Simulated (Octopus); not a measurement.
**CdS (Hawleyite) in Octopus: convergence with grid spacing**

Input of the first run (grid spacing 0.25778 Å); the others differ in this setting and in those tied to it:

File inp:

```
CalculationMode = gs
UnitsOutput = eV_Angstrom
PeriodicDimensions = 3
ExperimentalFeatures = yes
PseudopotentialSet = pseudodojo_lda
%LatticeParameters
 1*angstrom | 1*angstrom | 1*angstrom
%
%LatticeVectors
 0 | 2.9165 | 2.9165
 2.9165 | 0 | 2.9165
 2.9165 | 2.9165 | 0
%
%ReducedCoordinates
 "Cd" | 0 | 0 | 0
 "S" | 0.75 | 0.75 | 0.75
%
%Spacing
 0.25778462*angstrom | 0.25778462*angstrom | 0.25778462*angstrom
%
DerivativesOrder = 8
%KPointsGrid
 6 | 6 | 6
%
KPointsUseSymmetries = yes
XCFunctional = gga_x_pbe + gga_c_pbe
VDWCorrection = vdw_d3_bj
VDWD3Functional = "pbe"
SmearingFunction = semiconducting
ExtraStates = 5
Eigensolver = chebyshev_filter
ConvRelDens = 1e-6
MaximumIter = 120
```

Potentials or basis: pseudodojo_lda (PseudoDojo 0.4, LDA).

Launch:

```sh
$ OMP_NUM_THREADS=1 octopus > out.log
```

Hardware: 1 thread of Intel(R) Xeon(R) 6975P-C (Granite Rapids), with other jobs on the host.

| grid spacing | energy less the tightest run, at zero smearing (meV/atom) | gap on the mesh (eV) | SCF cycles | CPU time (s) | peak memory (GiB) |
| --- | --- | --- | --- | --- | --- |
| 0.25778 Å | 5642.26 | 1.547 | 13 | 16 | 0.16 |
| 0.22914 Å | 3242.82 | 1.266 | 13 | 23 | 0.19 |
| 0.19641 Å | -1058.29 | 1.151 | 14 | 36 | 0.24 |
| 0.17186 Å | -667.88 | 1.157 | 15 | 58 | 0.31 |
| 0.15276 Å | -20.76 | 1.165 | 13 | 67 | 0.39 |
| 0.13305 Å | 16.72 | 1.167 | 15 | 110 | 0.52 |
| 0.11784 Å | -5.98 | 1.167 | 16 | 170 | 0.67 |
| 0.10576 Å | 0.00 | 1.167 | 15 | 250 | 0.85 |

Against the tightest run, the gap on the mesh stays within 0.01 eV from 0.17186 Å on. Not settled before the last step: the energy (to 1 meV/atom). The tightest run that finished is the yardstick and may itself not be fully converged.
